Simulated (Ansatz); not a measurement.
Runs of Ansatz 0.2.0 on SiNi. It takes space group Pmmn (No. 59, orthorhombic). Conventional cell: a = 2.943 Å, b = 3.280 Å, c = 4.677 Å, α = 90.00°, β = 90.00°, γ = 90.00°. Ni (site symmetry mm2) is surrounded by 6 Si at 2.34 to 2.37 Å and 4 Ni at 2.65 Å. Si (site symmetry mm2) has 6 Ni at 2.34 to 2.37 Å and 4 Si at 2.65 Å as nearest neighbours. The cell is a database's computed one.

```csv
task,level,potentials or basis,U,cell,k mesh,cutoff (eV),atoms under strain,points for each segment of the path,hubbard projectors,double counting,mesh quality,gap on the mesh (eV),pressure (GPa),moment (μB),relaxed volume (Å³/atom),largest force (eV/Å)
elastic constants,r2SCAN,Ansatz PAW,-,as given,8 × 7 × 5,500,relaxed,-,-,-,not flagged,none,0.2,0.00,-,-
relaxation of cell and atoms,LDA,Ansatz PAW,-,relaxed,9 × 8 × 6,420,-,-,-,-,not flagged,none,0.0,0.00,11.04,-
band structure,PBEsol+U,Ansatz PAW,Ni d U = 8 eV,as given,9 × 8 × 6,420,-,14,ortho-atomic (the default),fll (the default),not flagged,none,(d),0.00,-,0.21
relaxation of cell and atoms,BLYP,Ansatz PAW,-,relaxed,9 × 8 × 6,420,-,-,-,-,not flagged,none,0.0,0.00,12.47,-
single point,PBE,Ansatz PAW,-,as given,3 × 3 × 2,420,-,-,-,-,coarse,none,(b),0.00,-,0.47
band structure,PBE,Ansatz PAW,-,as given,9 × 8 × 6,420,-,14,-,-,not flagged,none,(c),0.00,-,0.05
band structure,PBE+U,Ansatz PAW,Ni d U = 3 eV,as given,9 × 8 × 6,420,-,14,ortho-atomic (the default),fll (the default),not flagged,none,6.0,0.00,-,(a)
```

Alike in all rows: spin collinear, ferromagnetic start; smearing fermi-dirac 0.05 eV.

Fill in the values left out.

(a) 0.08; (b) 5.7; (c) 6.7; (d) -0.8.

Caveats: some runs use coarse meshes; the starting moments weren't kept (some runs); the PAW data sets come from PBE, with cores solved anew for the run's functional, which leaves a small shift of forces and pressure (some runs); the magnetic or orbital state may not be the lowest (some runs); the plane-wave basis is chosen anew once the cell has moved, so the energies of steps on either side of that aren't comparable (some runs); the U is typed as a test and isn't derived for this compound (some runs); elastic constants of metals need much finer meshes, so these are rough (some runs).

A gap of «none» marks a metal or a gap under the smearing width.
